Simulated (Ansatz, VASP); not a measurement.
## One calculation of BAs, two programs

```
As B
1.0
     0.00000    2.38850    2.38850
     2.38850    0.00000    2.38850
     2.38850    2.38850    0.00000
As B
1 1
Cartesian
  3.5827 3.5827 3.5827
  0.0000 0.0000 0.0000
```

Alike in both runs: task single point; functional HSE(alpha, omega); k mesh 5 × 5 × 5; occupations fermi-dirac, width 0.05 eV; no spin polarisation.

|  | VASP | Ansatz |
| --- | --- | --- |
| version | VASP 6.6.1 | Ansatz 0.2.0 |
| potentials or method | VASP PAW PBE potentials, release 64 (As, B) | Ansatz PAW |
| plane-wave cutoff (eV) | 520 | 420 |
| valence electrons in the cell | 8 | 18 |

VASP gave:

```
gap on the k mesh at the Fermi level (eV) : 1.54
least direct gap on the mesh (eV)         : 3.79
pressure (GPa)                            : 0.4
```

Q: Estimate Ansatz's values.

A: gap on the k mesh at the Fermi level (eV): 1.54; least direct gap on the mesh (eV): 3.80; pressure (GPa): 0.4.

The two sets of potentials don't hold the same shells in valence.

Caveats: the k mesh is coarse (spacing up to 0.46 Å⁻¹), so the values aren't converged, least of all with exact exchange; the PAW data sets were made with another functional, which shifts forces and pressure a little (VASP); an odd mesh through Γ misses points on the zone boundary, where band edges often lie (VASP); odd divisions of the mesh miss points on the zone boundary, where band edges often lie, so the gap on the mesh can be too wide (Ansatz); the PAW data sets come from PBE, with cores solved anew for the run's functional, which leaves a small shift of forces and pressure (Ansatz); the thresholds are loose for stress (Ansatz).
